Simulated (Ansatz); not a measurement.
# Property card for RbBr

Method: DFT PBE, scalar-relativistic, plane waves, PAW (Ansatz 0.2.0).

Settings: cutoff 420 eV, Γ-centred mesh 6×6×6 on the computed 2-atom cell, Gaussian smearing of 0.02 eV; no spin polarisation.

The structure is relaxed at this level of theory with its symmetry kept. This CsCl-type form isn't the usual stable structure of the compound.

Space group Pm-3m (No. 221). a = 4.193 Å, b = 4.193 Å, c = 4.193 Å, α = 90.00°, β = 90.00°, γ = 90.00°
```tsv
atom	site	symmetry	x	y	z
Rb	1a	m-3m	0.0000	0.0000	0.0000
Br	1b	m-3m	0.5000	0.5000	0.5000
```

Q: Formation energy from the elements' standard states (Br, Hg as crystals; uncorrected)?

A: -1.715 eV/atom.

Q: Kohn–Sham band gap?

A: 3.93 eV.

Q: Löwdin character of the top 1 eV of the valence band?

A: Br 4p 97 %.

Q: Löwdin character of the lowest 1 eV of the conduction band?

A: Rb 5s 70 %, Br 4s 18 %, unprojected 4 %.

Q: Bader charges (e)?

A: Rb (1 in the cell) 0.83, Br (1 in the cell) -0.83.

Cost: 1 run of about 0.16 core-minutes, on Arm Neoverse V2 (shared hosts).